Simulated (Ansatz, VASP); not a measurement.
**One calculation of Si, two programs**

```
CELL_PARAMETERS angstrom
0.00000 2.71356 2.71356
2.71356 0.00000 2.71356
2.71356 2.71356 0.00000
ATOMIC_POSITIONS crystal
Si 0.75000 0.75000 0.75000
Si 0.50000 0.50000 0.50000
```

Alike in both runs: task relaxation of cell and atoms; functional PBE; dispersion D3(BJ); k mesh 10 × 10 × 10; occupations gaussian, width 0.02 eV; no spin polarisation.

|  | VASP | Ansatz |
| --- | --- | --- |
| version | VASP 6.6.1 | Ansatz 0.2.0 |
| potentials or method | VASP PAW PBE potentials, release 64 (Si) | scalar-relativistic, plane waves, PAW |
| plane-wave cutoff (eV) | 600 | 420 |
| valence electrons in the cell | 8 | 8 |

Ansatz gave:

| Quantity | Value |
| --- | --- |
| gap on the k mesh at the Fermi level, each at its own relaxed structure (eV) | 0.57 |
| relaxed volume (Å³/atom) | 19.92 |
| relaxed cell length with the largest relative difference (Å) | 3.834 |

Task: What did VASP give for the same quantities?

Result: gap on the k mesh at the Fermi level, each at its own relaxed structure (eV): 0.57; relaxed volume (Å³/atom): 19.90; relaxed cell length with the largest relative difference (Å): 3.832.

A k mesh can miss the band edges.
